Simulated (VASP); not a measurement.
Runs of VASP 6.6.1 on Al2O3. The structure is trigonal, space group R-3c (No. 167). Conventional cell: a = 4.760 Å, b = 4.760 Å, c = 12.993 Å, α = 90.00°, β = 90.00°, γ = 120.00°. Around Al (site symmetry 3) lie 6 O at 1.85 to 1.97 Å. Around O (site symmetry 2) lie 4 Al at 1.85 to 1.97 Å. The cell was built by a generator and needn't be a form met in nature.

```tsv
task	level	potentials or basis	further INCAR settings	gap on the mesh (eV)	pressure (GPa)	largest force (eV/Å)
single point	LDA	VASP PAW LDA potentials, release 64 (Al, O)	ALGO = Fast; EDIFF = 1e-07	6.18	(b)	0.08
dielectric tensor	PBEsol	VASP PAW PBE potentials, release 64 (Al, O)	ALGO = Fast; EDIFF = 1e-08	6.13	-	-
single point	TB-mBJ	VASP PAW PBE potentials, release 64 (Al, O)	ALGO = Normal; EDIFF = 1e-07	(d)	-	-
single point	PBEsol	VASP PAW PBE potentials, release 64 (Al, O)	ALGO = Fast; EDIFF = 1e-07	6.13	1.9	0.05
single point	r2SCAN	VASP PAW PBE potentials, release 64 (Al, O)	ALGO = Normal; EDIFF = 1e-07	(a)	-0.6	0.08
single point	PBE	VASP PAW PBE potentials, release 64 (Al, O)	ALGO = Fast; EDIFF = 1e-07	(c)	7.3	0.03
dielectric tensor	LDA	VASP PAW LDA potentials, release 64 (Al, O)	ALGO = Fast; EDIFF = 1e-08	6.18	-	-
single point	SCAN	VASP PAW PBE potentials, release 64 (Al, O)	ALGO = Normal; EDIFF = 1e-07	7.09	-1.8	0.07
```

Alike in all rows: no spin polarisation; cell as given; k mesh 4 × 4 × 4; cutoff (eV) 520; smearing fermi-dirac 0.05 eV.

**Question.** Fill in the values left out.

**Answer.** (a) 7.14; (b) -4.4; (c) 6.22; (d) 7.95.

Caveats: the PAW data sets were made with another functional, which shifts forces and pressure a little (some runs).

